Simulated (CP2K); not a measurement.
Crystal: Nb.

```
CELL_PARAMETERS angstrom
2.88205 0.00000 0.00000
-0.96068 2.71722 0.00000
-0.96068 -1.35861 2.35318
ATOMIC_POSITIONS crystal
Nb 0.00000 0.00000 0.00000
```

Base run:

| Item | Value |
| --- | --- |
| Program | CP2K 2026.2 |
| Functional | TPSS |
| Potentials or basis | POTENTIAL_UZH Nb GTH-PBE-q13; TZVP-MOLOPT-PBE-GTH basis |
| Density cutoff | 9184 eV |
| k mesh | 11 × 11 × 11 |
| Occupations | fermi-dirac, width 0.05 eV |
| Spin | no spin polarisation |

Its results: band gap on the k mesh none (metal or under the smearing width); pressure -3.1 GPa.

**Question.** The run is repeated on the same cell with these changes: functional from TPSS to PBE. What comes out?

**Answer.** Band gap on the k mesh none (metal or under the smearing width); pressure -1.0 GPa.

Caveats: the basis of atomic orbitals isn't converged, which shifts pressures, moduli and gaps; the potentials were made for another functional, which shifts forces and pressure (some runs).
